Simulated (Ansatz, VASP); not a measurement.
# C: VASP beside Ansatz

```xyz
2
Lattice="0.0000 2.2454 3.0042 1.2964 0.0000 3.0042 1.2964 2.2454 0.0000" Properties=species:S:1:pos:R:3 pbc="T T T"
C     1.2964    0.7485    3.0042
C     1.2964    3.7423    3.0042
```

Alike in both runs: task single point; functional LDA; k mesh 14 × 14 × 14; occupations gaussian, width 0.05 eV; no spin polarisation.

|  | VASP | Ansatz |
| --- | --- | --- |
| version | VASP 6.6.1 | Ansatz 0.2.0 |
| potentials or method | VASP PAW LDA potentials, release 64 (C) | scalar-relativistic, plane waves, PAW |
| plane-wave cutoff (eV) | 520 | 420 |
| valence electrons in the cell | 8 | 8 |

```csv
,VASP,Ansatz,Ansatz less VASP
gap on the k mesh at the Fermi level (eV),none,none,-
rms of the force components (eV/Å),0.018,0.018,-0.0002
```

Atom by atom the forces differ by 0.000 eV/Å (rms over components). A gap of «none» marks a metal or a gap that the smearing closes.
